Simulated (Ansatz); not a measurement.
# Cu: the cost of one run

Program: Ansatz 0.2.0. Level of theory: DFT PBE, scalar-relativistic, plane waves, PAW. These are calculated values, not measurements.

## Step 1: The system as given

It takes space group P6_3/mmc (No. 194, hexagonal). Conventional cell: a = 2.534 Å, b = 2.534 Å, c = 4.113 Å, α = 90.00°, β = 90.00°, γ = 120.00°. Cu (site symmetry -6m2) has 12 Cu at 2.52 to 2.53 Å as nearest neighbours.

Coordinates:

```
Cu
1.0
     2.53410    0.00000    0.00000
    -1.26705    2.19459    0.00000
     0.00000    0.00000    4.11257
Cu
2
Direct
  0.33333 0.66667 0.25000
  0.66667 0.33333 0.75000
```

The structure comes from the Materials Project (structure only).

## Step 2: A change within the space group

What differs from the listed cell: strain xx, yy, zz, yz, xz, xy = -1.4, -1.4, +7.6, +0.0, +0.0, +0.0 %.

input.yaml reads:

```yaml
crystal:
  lattice:
    - [2.4981378381, 0.0, 0.0]
    - [-1.249068919, 2.1634508299, 0.0]
    - [0.0, 0.0, 4.4243450075]
  atoms:
    - { symbol: Cu, position: [0.33333333, 0.66666667, 0.25] }
    - { symbol: Cu, position: [0.66666667, 0.33333333, 0.75] }
basis:
  ecutwfc: 420
kpoints:
  mp_grid: { grid: [18, 18, 10] }
hamiltonian:
  xc: pbe
scf:
  occupations: { method: gaussian, width: 0.1 }
output:
  forces: true
  stress: true
  eigenvalues: true
  populations: true
```

What time and memory should one allow on 1 thread of an Arm CPU, shared host?

About 7.4 s, with a peak of 0.35 GiB.
